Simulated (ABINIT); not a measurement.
Here is an ABINIT 10.8.3 (patched build) calculation.

File run.abi:

```
# Datasets: ground state, then fixed potential
ndtset 2

# Pseudopotentials
pp_dirpath "./"
pseudos "W.GGA_PBE-JTH.xml"

# Structure
acell 3*1.0
rprim
    -2.9901986847     2.9901986847     2.9901986847
     2.9901986847    -2.9901986847     2.9901986847
     2.9901986847     2.9901986847    -2.9901986847
ntypat 1
znucl 74
natom 1
typat 1
xred
     0.0000000000     0.0000000000     0.0000000000

# Plane-wave basis
ecut 19.0
pawecutdg 38.0

# Exchange and correlation
ixc -263267
usekden 1
pawxcdev 0

# Bands and occupations
occopt 3
tsmear 0.00183747

# SCF cycle
nstep 100

# Output
iomode 3
prtwf 0
prteig 0
prtebands 0
enunit 1
prtden1 1
prtkden1 1
prtvha1 1
prtvclmb1 1
prtpot1 1

# Dataset 1
kptopt1 1
ngkpt1 12 12 12
nshiftk1 1
shiftk1 0.0 0.0 0.0
nband1 11
tolvrs1 1.0e-7

# Dataset 2: bands along G-H-N-G-P-H
iscf2 -2
getden2 1
getkden2 1
nband2 17
nbdbuf2 4
tolwfr2 1.0e-11
kptopt2 -5
ndivsm2 6
prteig2 1
kptbounds2
     0.0000000000     0.0000000000     0.0000000000
     0.5000000000    -0.5000000000     0.5000000000
     0.0000000000     0.0000000000     0.5000000000
     0.0000000000     0.0000000000     0.0000000000
     0.2500000000     0.2500000000     0.2500000000
     0.5000000000    -0.5000000000     0.5000000000
```

Potentials or basis: JTH PAW PBE v2.0.

Launch:

```console
$ abinit run.abi > log 2>&1
```

What does it give for the pressure?

-5.2 GPa.

Predict the band gap on the k mesh.

none (metal or under the smearing width).

Levels at the corners of the path, in eV from the Fermi level:
```
point  band 4  band 5  band 6  band 7  band 8  band 9  band 10  band 11
    Γ  -38.08  -10.15   -1.29   -1.29   -1.29    2.72     2.72    15.79
    H  -39.09   -5.79   -5.79    5.52    5.52    5.52     8.60     8.60
    N  -38.09   -6.50   -3.71    0.83    2.47    3.60     6.56    11.48
    Γ  -38.08  -10.15   -1.29   -1.29   -1.29    2.72     2.72    15.79
    P  -38.81   -3.02   -3.02   -3.02    3.77    3.77     6.61    13.00
    H  -39.09   -5.79   -5.79    5.52    5.52    5.52     8.60     8.60
```

Caveat: the PAW data sets were made with another functional, which shifts forces and pressure a little; spin-orbit coupling is left out, which moves the levels of the heavy elements.
